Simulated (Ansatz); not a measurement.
**Si₂Mo: strain and displacement**

```
CELL_PARAMETERS angstrom
-1.60000 1.60000 3.93050
1.60000 -1.60000 3.93050
1.60000 1.60000 -3.93050
ATOMIC_POSITIONS crystal
Si 0.33300 0.33300 0.00000
Si 0.66700 0.66700 0.00000
Mo 0.00000 0.00000 0.00000
```

Atoms are numbered in the order listed.

The cell comes from COD entry 1010282, which wasn't checked; take it as a given geometry. It is an old determination, and later ones may differ.

Method: Ansatz 0.2.0, DFT, PBEsol, all-electron LAPW, scalar-relativistic.

Numerical set-up: a Γ-centred 16×16×16 k mesh, Fermi–Dirac smearing of 0.08 eV, basis error target 1 meV/atom, no spin polarisation.

The unchanged cell is at -2.68 GPa.

In a metal, stresses and small energies carry noise from the k mesh.

x, y and z are the Cartesian axes of the cell as listed; fractional coordinates follow a strain, and an engineering shear is twice the off-diagonal strain component.

(1) One change gave: energy change +10 meV/atom; stress change (xx, yy, zz, yz, xz, xy) 0.31, 0.31, 0.24, -3.85, -3.85, -3.68 GPa, compression positive. Which change was it?
A. equal xy, yz and zx engineering shear strains of +1 %
B. equal xy, yz and zx engineering shear strains of +2 %
C. equal xy, yz and zx engineering shear strains of -1 %
D. equal xy, yz and zx engineering shear strains of -2 %

Results:

(1) B. For equal xy, yz and zx engineering shear strains of -2 %: energy change +10 meV/atom; stress change (xx, yy, zz, yz, xz, xy) 0.33, 0.33, 0.25, 4.18, 4.18, 4.01 GPa, compression positive; change of the force on Si1 (-0.027, -0.027, -0.007) eV/Å. For equal xy, yz and zx engineering shear strains of -1 %: energy change +3 meV/atom; stress change (xx, yy, zz, yz, xz, xy) 0.08, 0.08, 0.06, 2.05, 2.05, 1.96 GPa, compression positive; change of the force on Si1 (-0.011, -0.011, -0.002) eV/Å. For equal xy, yz and zx engineering shear strains of +1 %: energy change +2 meV/atom; stress change (xx, yy, zz, yz, xz, xy) 0.08, 0.08, 0.06, -1.97, -1.97, -1.88 GPa, compression positive.
